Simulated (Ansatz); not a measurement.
Wanted: the native input for an Ansatz 0.2.0 run.

* Task: single point
* Functional: PBE
* Potentials or basis: Ansatz PAW
* Cutoff: 420 eV (not typed: the program's choice for these potentials)
* k mesh: 9 × 9 × 5
* Occupations: gaussian, width 0.017 eV
* Spin: no spin polarisation

TaS2:

```
Ta S
1.0
     3.35000    0.00000    0.00000
    -1.67500    2.90119    0.00000
     0.00000    0.00000    5.86000
Ta S
1 2
Cartesian
  0.0000 0.0000 0.0000
  1.6750 0.9671 4.3950
  0.0000 1.9341 1.4650
```

These files were run (other wordings do the same):

input.yaml

```yaml
crystal:
  lattice:
    - [3.35, 0.0, 0.0]
    - [-1.675, 2.9011851027, 0.0]
    - [0.0, 0.0, 5.86]
  atoms:
    - { symbol: Ta, position: [0.0, 0.0, 0.0] }
    - { symbol: S, position: [0.6666666667, 0.3333333333, 0.75] }
    - { symbol: S, position: [0.3333333333, 0.6666666667, 0.25] }
hamiltonian:
  xc: pbe
  pseudopotentials: { kind: paw }
kpoints:
  mp_grid: { grid: [9, 9, 5] }
scf:
  occupations: { method: gaussian, width: 0.017 }
output:
  forces: true
  stress: true
  eigenvalues: true
```

Potentials or basis: Ansatz PAW.

The run is started by

```console
$ ansatz run input.yaml --threads 2 --pin off --max-ram 5632MiB --backend cpu --events-out ev --progress --plain --runs-dir out
```

Results of the run:

The pressure is 9.1 GPa. The largest force is 1.251 eV/Å. The band gap on the k mesh is none (metal or under the smearing width).

Caveat: this functional lacks dispersion, which binds the layers, so the pressure and a relaxed spacing across them are unreliable; forces of over 1 eV/Å show positions far from the minimum, so gaps and moduli don't describe the material at rest.

Wall time 2.9 s on 2 threads of Intel(R) Xeon(R) Processor @ 2.50GHz (Skylake/Cascade Lake), with other jobs on the host, peak memory 0.37 GiB.
